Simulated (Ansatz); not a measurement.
Input and command of a plane-wave DFT calculation in Ansatz:

```yaml
crystal:
  lattice:
    - [4.5162705455, 0.0, 0.0]
    - [-2.2581352728, 3.9112050228, 0.0]
    - [0.0, 0.0, 6.4819511568]
  atoms:
    - { symbol: Si, position: [0.1639178121, 0.8360821879, 0.8333333333] }
    - { symbol: Si, position: [0.3278356243, 0.1639178121, 0.1666666667] }
    - { symbol: Si, position: [0.8360821879, 0.6721643757, 0.5] }
    - { symbol: Si, position: [0.8360821879, 0.1639178121, 0.8333333333] }
    - { symbol: Si, position: [0.6721643757, 0.8360821879, 0.1666666667] }
    - { symbol: Si, position: [0.1639178121, 0.3278356243, 0.5] }
    - { symbol: Mo, position: [0.5, 0.0, 0.5] }
    - { symbol: Mo, position: [0.0, 0.5, 0.1666666667] }
    - { symbol: Mo, position: [0.5, 0.5, 0.8333333333] }
basis:
  ecutwfc: 420
kpoints:
  mp_grid: { grid: [12, 12, 6] }
hamiltonian:
  xc: pbe
scf:
  occupations: { method: gaussian, width: 0.01 }
output:
  forces: true
  stress: true
  eigenvalues: true
relax:
  adjacent_minimum: "off"
  f_tol: 0.01
  max_steps: 30
  cell: { stress_tol: 0.1, fix: [volume] }
```

```bash
ansatz run input.yaml --threads 2 --pin off --max-ram 5120MiB --backend cpu --events-out ev --progress --plain --runs-dir out
```

Processor: Arm Neoverse V2, 2 threads, on a host shared with other jobs.

Question: How long does it run, and how much memory does it take?

Answer: About 59 s on 2 threads of Arm Neoverse V2 (shared host), peak memory 0.56 GiB. It solves 42 bands at 76 k points (the mesh reduced by the symmetry that the task leaves, which can be less than the crystal's) with about 2235 plane waves, in 20 SCF iterations over 3 ionic steps.
